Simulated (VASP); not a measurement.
Runs of VASP 6.6.1 on SnSe. The cell holds a slab with vacuum, 8 atoms: a = 4.310 Å, b = 4.318 Å, c = 23.896 Å, α = 90.00°, β = 90.00°, γ = 90.00°. 

```csv
task,level,potentials or basis,cutoff (eV),gap on the mesh (eV),largest force (eV/Å)
work function,PBE,"VASP PAW PBE potentials, release 64 (Sn_d, Se)",520,0.87,0.32
work function,BLYP,"VASP PAW PBE potentials, release 64 (Sn_d, Se)",520,0.90,(b)
work function,PW91,"VASP PAW PBE potentials, release 64 (Sn_d, Se)",520,0.87,0.31
work function,PBEsol,"VASP PAW PBE potentials, release 64 (Sn_d, Se)",520,0.82,0.56
work function,LDA,"VASP PAW LDA potentials, release 64 (Sn_d, Se)",520,(a),0.68
single point,PBE,"VASP PAW PBE potentials, release 64 (Sn_d_GW, Se_GW)",600,0.87,(c)
work function,revPBE,"VASP PAW PBE potentials, release 64 (Sn_d, Se)",520,0.91,0.28
single point,PBE,"VASP PAW PBE potentials, release 54 (Sn_d, Se)",600,0.87,0.32
```

Alike in all rows: no spin polarisation; cell as given; k mesh 5 × 5 × 1; smearing fermi-dirac 0.05 eV.

Q: Fill in the values left out.

A: (a) 0.79; (b) 0.26; (c) 0.33.

Caveats: spin-orbit coupling is left out, which moves the levels of the heavy elements; the PAW data sets were made with another functional, which shifts forces and pressure a little (some runs).

A k mesh can miss the band edges, and the runs leave out spin-orbit coupling on Se, Sn.

Not every run made on this cell is shown here.
